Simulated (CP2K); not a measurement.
# W (Im-3m) in CP2K: further runs

The runs below take W through atomic charges, with optB88-vdW, HLE16, r2SCAN.

Program: CP2K 2026.2. These are calculated values, not measurements. Logs are shortened: lines on timing, memory, paths and dates and some standing lists are left out, and cuts for length are marked.

## Step 1: Starting point

Symmetry: Im-3m, No. 229, cubic system. Conventional cell: a = 3.165 Å, b = 3.165 Å, c = 3.165 Å, α = 90.00°, β = 90.00°, γ = 90.00°. W (site symmetry m-3m) is surrounded by 8 W at 2.74 Å.

## Step 2: Atomic charges, optB88-vdW

File w_charges.inp:

```
&GLOBAL
  PROJECT w_charges
  RUN_TYPE ENERGY_FORCE
  PRINT_LEVEL LOW
&END GLOBAL
&FORCE_EVAL
  METHOD QS
  STRESS_TENSOR ANALYTICAL
  &DFT
    BASIS_SET_FILE_NAME BASIS_MOLOPT_UZH
    POTENTIAL_FILE_NAME POTENTIAL_UZH
    &MGRID
      CUTOFF 675
      REL_CUTOFF 60
      NGRIDS 4
    &END MGRID
    &QS
      METHOD GPW
      EPS_DEFAULT 1.0E-9
    &END QS
    &KPOINTS
      SCHEME MONKHORST-PACK 12 12 12
      GAMMA_CENTERED T
      SYMMETRY T
      SYMMETRY_BACKEND SPGLIB
    &END KPOINTS
    &SCF
      SCF_GUESS ATOMIC
      EPS_SCF 1.0E-6
      MAX_SCF 100
      ADDED_MOS 11
      CHOLESKY OFF
      EPS_EIGVAL 1.0E-7
      &DIAGONALIZATION ON
        ALGORITHM STANDARD
      &END DIAGONALIZATION
      &MIXING ON
        METHOD BROYDEN_MIXING
        ALPHA 0.4
        BETA 1.5
        NBUFFER 8
      &END MIXING
      &SMEAR ON
        METHOD FERMI_DIRAC
        ELECTRONIC_TEMPERATURE 580.23
      &END SMEAR
    &END SCF
    &XC
      &XC_FUNCTIONAL
        &GGA_X_OPTB88_VDW
        &END GGA_X_OPTB88_VDW
        &LDA_C_PW
        &END LDA_C_PW
      &END XC_FUNCTIONAL
      &VDW_POTENTIAL
        POTENTIAL_TYPE NON_LOCAL
        &NON_LOCAL
          TYPE DRSLL
          KERNEL_FILE_NAME vdW_kernel_table.dat
          CUTOFF 300
        &END NON_LOCAL
      &END VDW_POTENTIAL
    &END XC
    &PRINT
      &KPOINTS ON
      &END KPOINTS
      &MULLIKEN ON
      &END MULLIKEN
      &MO ON
        ENERGIES T
        OCCUPATION_NUMBERS T
        &EACH
          QS_SCF 0
        &END EACH
        ADD_LAST NUMERIC
      &END MO
      &LOWDIN ON
      &END LOWDIN
      &HIRSHFELD ON
        SHAPE_FUNCTION GAUSSIAN
      &END HIRSHFELD
      &VORONOI ON
        VORONOI_RADII COVALENT
      &END VORONOI
    &END PRINT
  &END DFT
  &SUBSYS
    &CELL
      ABC 2.7407019351 2.7407019351 2.7407019351
      ALPHA_BETA_GAMMA 109.4712206334 109.4712206344 109.4712206344
      PERIODIC XYZ
    &END CELL
    &COORD
      SCALED
      W   0.0000000000 0.0000000000 0.0000000000
    &END COORD
    &KIND W
      BASIS_SET TZVP-MOLOPT-PBE-GTH-q14
      POTENTIAL GTH-PBE-q14
    &END KIND
    &PRINT
      &ATOMIC_COORDINATES ON
      &END ATOMIC_COORDINATES
      &CELL ON
      &END CELL
    &END PRINT
  &END SUBSYS
  &PRINT
    &FORCES ON
    &END FORCES
    &STRESS_TENSOR ON
    &END STRESS_TENSOR
  &END PRINT
&END FORCE_EVAL
```

Potentials or basis: POTENTIAL_UZH W GTH-PBE-q14; TZVP-MOLOPT-PBE-GTH basis.

Command:

```bash
OMP_NUM_THREADS=1 cp2k.psmp -i w_charges.inp -o w_charges.out
```

w_charges.out:

```text

 CP2K| version string:                                       CP2K version 2026.2
 CP2K| Input file name                                             w_charges.inp

 GLOBAL| Force Environment number                                              1
 GLOBAL| Basis set file name                                    BASIS_MOLOPT_UZH
 GLOBAL| Potential file name                                       POTENTIAL_UZH
 GLOBAL| MM Potential file name                                     MM_POTENTIAL
 GLOBAL| Coordinate file name                                      __STD_INPUT__
 GLOBAL| Method name                                                        CP2K
 GLOBAL| Project name                                                  w_charges
 GLOBAL| Run type                                                   ENERGY_FORCE
 GLOBAL| FFT library                                                       FFTW3
[... 6 lines left out ...]
 GLOBAL| Total number of message passing processes                             1
 GLOBAL| Number of threads for this process                                    1
 GLOBAL| CPU model name           Intel(R) Xeon(R) Platinum 8259CL CPU @ 2.50GHz

 CELL| Volume [angstrom^3]:                                            15.847601
 CELL| Vector a [angstrom]:       2.741     0.000     0.000   |a| =     2.740702
 CELL| Vector b [angstrom]:      -0.914     2.584     0.000   |b| =     2.740702
 CELL| Vector c [angstrom]:      -0.914    -1.292     2.238   |c| =     2.740702
 CELL| Angle (b,c), alpha [degree]:                                   109.471221
 CELL| Angle (a,c), beta  [degree]:                                   109.471221
 CELL| Angle (a,b), gamma [degree]:                                   109.471221
 CELL| Numerically orthorhombic:                                              NO
 CELL| Periodicity                                                           XYZ

 CELL_REF| Volume [angstrom^3]:                                        15.847601
 CELL_REF| Vector a [angstrom     2.741     0.000     0.000   |a| =     2.740702
 CELL_REF| Vector b [angstrom    -0.914     2.584     0.000   |b| =     2.740702
 CELL_REF| Vector c [angstrom    -0.914    -1.292     2.238   |c| =     2.740702
 CELL_REF| Angle (b,c), alpha [degree]:                               109.471221
 CELL_REF| Angle (a,c), beta  [degree]:                               109.471221
 CELL_REF| Angle (a,b), gamma [degree]:                               109.471221
 CELL_REF| Numerically orthorhombic:                                          NO
 CELL_REF| Periodicity                                                       XYZ
[... 9 lines left out ...]
 TOTAL NUMBERS AND MAXIMUM NUMBERS

  Total number of            - Atomic kinds:                                   1
                             - Atoms:                                          1
                             - Shell sets:                                     1
                             - Shells:                                        11
                             - Primitive Cartesian functions:                  6
                             - Cartesian basis functions:                     41
                             - Spherical basis functions:                     35

  Maximum angular momentum of- Orbital basis functions:                        3
                             - Local part of the GTH pseudopotential:          2
[... 117 lines left out ...]
  Total charge density on r-space grids:       -0.0000000134
  Total charge density g-space grids:          -0.0000000134

  Overlap energy of the core charge distribution:               0.00000000184766
  Self energy of the core charge distribution:               -102.32782440337752
  Core Hamiltonian energy:                                     22.23326750783435
  Hartree energy:                                              19.66792256274175
  Exchange-correlation energy:                                 -7.89997403342228
  Dispersion energy:                                            0.05618625225791
  Electronic entropic energy:                                  -0.00018905890984
  Fermi energy:                                                 0.58715897935850

  Total energy:                                               -68.27061117102961
  Total energy (extrapolated to T->0):                        -68.27051664157469

 MO| EIGENVALUES AND OCCUPATION NUMBERS FOR K POINT 1
 MO|
 MO|  Index      Eigenvalue [a.u.]        Eigenvalue [eV]             Occupation
 MO|      1              -2.123423             -57.781272               2.000000
 MO|      2              -0.839501             -22.843983               2.000000
 MO|      3              -0.839501             -22.843983               2.000000
 MO|      4              -0.824307             -22.430543               2.000000
 MO|      5               0.422548              11.498118               2.000000
 MO|      6               0.422548              11.498118               2.000000
[... 327 lines left out ...]
 MO|     17               1.726897              46.991271               0.000000
 MO|     18               1.882881              51.235806               0.000000
 MO| Sum:                                                              14.000000
 MO| E(Fermi):            0.587159 a.u.         15.977408 eV
 MO| Band gap:            0.198047 a.u.          5.389123 eV

 [... the levels of further k-points ...]

 !-----------------------------------------------------------------------------!
                     Mulliken Population Analysis

 #  Atom  Element  Kind  Atomic population                           Net charge
       1     W        1         14.000000                             -0.000000
 # Total charge                             14.000000                 -0.000000

 !-----------------------------------------------------------------------------!

 !-----------------------------------------------------------------------------!
                           Hirshfeld Charges

  #Atom  Element  Kind  Ref Charge     Population                    Net charge
      1       W      1      14.000         14.000                        -0.000

  Total Charge                                                           -0.000
 !-----------------------------------------------------------------------------!

 VORONOI| Collecting electron density from MPI ranks and sending to library...
 VORONOI| Voronoi integration finished.

 LOWDIN POPULATION ANALYSIS

 #  Atom  Element  Kind  Atomic population                           Net charge
       1     W        1         14.000000                             -0.000000
 # Total charge                             14.000000                 -0.000000

 ENERGY| Total FORCE_EVAL ( QS ) energy [hartree]            -68.270611235699747

 FORCES| Atomic forces [hartree/bohr]
 FORCES|   Atom     x               y               z               |f|
 FORCES|      1 -1.60768937E-14 -7.56384959E-14  3.38771829E-14   8.44234096E-14
 FORCES| Sum    -1.60768937E-14 -7.56384959E-14  3.38771829E-14
 FORCES| Total atomic force                                       8.44234096E-14

 STRESS| Analytical stress tensor [bar]
 STRESS|                        x                   y                   z
 STRESS|      x        4.57060995861E+04   5.74275763970E-01   2.67506430877E-01
 STRESS|      y        5.74275763970E-01   4.57079745990E+04   3.67847544384E-01
 STRESS|      z        2.67506430877E-01   3.67847544384E-01   4.57067574781E+04
 STRESS| 1/3 Trace                                             4.57069438877E+04
 STRESS| Determinant                                           9.54875062651E+13

 STRESS| Eigenvectors and eigenvalues of the analytical stress tensor [bar]
 STRESS|                        1                   2                   3
 STRESS| Eigenvalues   4.57059054203E+04   4.57066676133E+04   4.57082586294E+04
 STRESS|      x           0.952644408041      0.121358440961      0.278820301691
 STRESS|      y          -0.228783920634     -0.317969055722      0.920083472986
 STRESS|      z          -0.200316123881      0.940301977245      0.275146582938
```

voronoi:

```text
 1
# Step        0,  Time       0.0000 fs
# Cell         2.7407019351        0.0000000000        0.0000000000       -0.9135673117        2.5839585647        0.0000000000       -0.9135673117       -1.2919792823        2.2377737594
# Atom     Z              Radius         Position(X)         Position(Y)         Position(Z)      Voronoi_Volume              Z(eff)              Charge           Dipole(X)           Dipole(Y)           Dipole(Z)     ChargeCenter(X)     ChargeCenter(Y)     ChargeCenter(Z)      Quadrupole(XX)      Quadrupole(XY)      Quadrupole(XZ)      Quadrupole(YX)      Quadrupole(YY)      Quadrupole(YZ)      Quadrupole(ZX)      Quadrupole(ZY)      Quadrupole(ZZ)
     1    74        1.4600000000        0.0000000000        0.0000000000        0.0000000000       15.8476012186       14.0000000000       -0.0000000002        0.0403674529        0.5112434984       -1.4577019157       -0.0000288339       -0.0003651739        0.0010412157       -0.0384372548        0.0000001277       -0.0000002197        0.0000001277       -0.0384371818       -0.0000002634       -0.0000002197       -0.0000002634       -0.0384369494
```

Wall time 2.7 min (1 thread of Intel Xeon Platinum 8259CL at 2.50GHz (Skylake/Cascade Lake), shared host); peak memory 0.37 GiB.

What came out:

| Item | Value |
| --- | --- |
| Free energy | -1857.7378 eV |
| Pressure | 4.6 GPa |
| Band gap on the k mesh | none (metal or under the smearing width) |

Caveat: the potentials were made for another functional, which shifts forces and pressure; the basis of atomic orbitals isn't converged, which shifts pressures, moduli and gaps.

(Part 1 of 2 ends here.)
